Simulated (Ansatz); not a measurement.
# NaF: what the smearing changes

Aim: hold NaF and all else fixed and vary the smearing, to see how far energy and properties move.

Method: DFT, PBE, all-electron LAPW, scalar-relativistic, in Ansatz 0.2.0.

1 further run of the same task is left out (set aside as unsound or not needed).

## Step 1: The system as given

It takes space group Fm-3m (No. 225, cubic). The conventional cell has a = 4.701 Å, b = 4.701 Å, c = 4.701 Å, α = 90.00°, β = 90.00°, γ = 90.00°. Around Na (site symmetry m-3m) lie 6 F at 2.35 Å. Around F (site symmetry m-3m) lie 6 Na at 2.35 Å.

Structure file:

```xyz
2
Lattice="0.0000 2.3506 2.3506 2.3506 0.0000 2.3506 2.3506 2.3506 0.0000" Properties=species:S:1:pos:R:3 pbc="T T T"
Na    0.0000    0.0000    0.0000
F     2.3506    2.3506    2.3506
```

The structure (rocksalt type) was typed from a prototype and relaxed by PAW; whether it is the ground state wasn't tested.

Atoms are numbered in the order of the input: Na1, F2.

## Step 2: With Fermi–Dirac smearing of 0.28 eV

Input file input.yaml:

```yaml
crystal:
  lattice:
    - [0.0, 2.3505696169, 2.3505696169]
    - [2.3505696169, 0.0, 2.3505696169]
    - [2.3505696169, 2.3505696169, 0.0]
  atoms:
    - { symbol: Na, position: [0.0, 0.0, 0.0] }
    - { symbol: F, position: [0.5, 0.5, 0.5] }
kpoints:
  mp_grid: { grid: [16, 16, 16] }
scf:
  occupations: { method: fermi_dirac, width: 0.28 }
hamiltonian:
  xc: pbe
  pseudopotentials: { kind: all_electron, lapw: { basis_error: 0.0005 } }
output:
  forces: true
  stress: true
  eigenvalues: true
```

## Step 3: With Fermi–Dirac smearing of 0.15 eV

input.yaml: that of step 2 with these lines changed.

```diff
@@ -11,3 +11,3 @@
 scf:
-  occupations: { method: fermi_dirac, width: 0.28 }
+  occupations: { method: fermi_dirac, width: 0.15 }
 hamiltonian:
```

## Step 4: With Gaussian smearing of 0.2 eV

input.yaml: that of step 3 with these lines changed.

```diff
@@ -11,3 +11,3 @@
 scf:
-  occupations: { method: fermi_dirac, width: 0.15 }
+  occupations: { method: gaussian, width: 0.2 }
 hamiltonian:
```

## Step 5: With Fermi–Dirac smearing of 0.01 eV

input.yaml: that of step 4 with these lines changed.

```diff
@@ -11,3 +11,3 @@
 scf:
-  occupations: { method: gaussian, width: 0.2 }
+  occupations: { method: fermi_dirac, width: 0.01 }
 hamiltonian:
```

## Step 6: With tetrahedron filling

input.yaml: that of step 5 with these lines changed.

```diff
@@ -11,3 +11,3 @@
 scf:
-  occupations: { method: fermi_dirac, width: 0.01 }
+  occupations: { method: tetrahedron }
 hamiltonian:
```

(Steps that only read results are left out.)

Before running it: what results should come out? Wanted: gap, in all runs.

**Answer**, as computed:

```
                                                                       quantity                                       value
largest change of energy from «Fermi–Dirac smearing of 0.28 eV» (zero smearing)  0.0 meV/atom (Gaussian smearing of 0.2 eV)
                                                        gap, in all runs (LAPW)                                     6.08 eV
```

**Reading.** Across the runs the energy spans 0.0 meV/atom.

The gaps are Kohn-Sham values of a semilocal functional, not quasiparticle or optical gaps. Such gaps usually fall short of the measured ones.
